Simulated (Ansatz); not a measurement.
**Point defect: C interstitial in TiC**

The calculation used DFT PBE, scalar-relativistic, plane waves, PAW in Ansatz 0.2.0. Settings: 420 eV cutoff, 8×8×8 k-mesh, Gaussian smearing of 0.10 eV, no spin polarisation.

Host crystal, relaxed:

```
Ti C
1.0
     0.00000    2.16639    2.16639
     2.16639    0.00000    2.16639
     2.16639    2.16639    0.00000
Ti C
1 1
Cartesian
  0.0000 0.0000 0.0000
  2.1664 2.1664 2.1664
```

Supercell of 16 atoms, rows in host cell vectors: 0 -2 2; 0 0 2; -2 0 2. Atoms relax at the host's cell, keeping the symmetry that the supercell leaves at the site. The cell is small, so energies carry finite-size errors of tenths of an eV. The host is a metal.

Defect: C interstitial at (0.250, 0.250, 0.250) of the host cell, charge 0.

(1) Give the relaxed supercell.

## Answers

(1)
```xyz
17
Lattice="0.0000 4.3328 -4.3328 4.3328 4.3328 0.0000 4.3328 0.0000 -4.3328" Properties=species:S:1:pos:R:3 pbc="T T T"
Ti    2.1559    0.0105   -2.1769
Ti    4.2463    2.2529   -2.0799
Ti    2.1559    2.1559   -4.3222
Ti    4.3433    4.3433   -4.3222
Ti    4.2463   -0.0865   -4.4192
Ti    6.5856    2.2529   -4.4192
Ti    4.3433    2.1559   -6.5097
Ti    6.5856    4.2463   -6.4127
C     4.3455    4.3455   -2.1791
C     2.1537    2.1537   -2.1791
C     4.3455    6.4865   -4.3201
C     2.0970    4.4021   -4.2634
C     6.4865    4.3455   -4.3201
C     4.4021    2.0970   -4.2634
C     6.4298    6.4298   -6.5685
C     4.4021    4.4021   -6.5685
C     5.4160    5.4160   -7.5824
```
Around the defect: 4 C at 1.76 Å, 4 Ti at 2.03 Å. The run ended with a moment of 0.00 μB (no spin polarisation).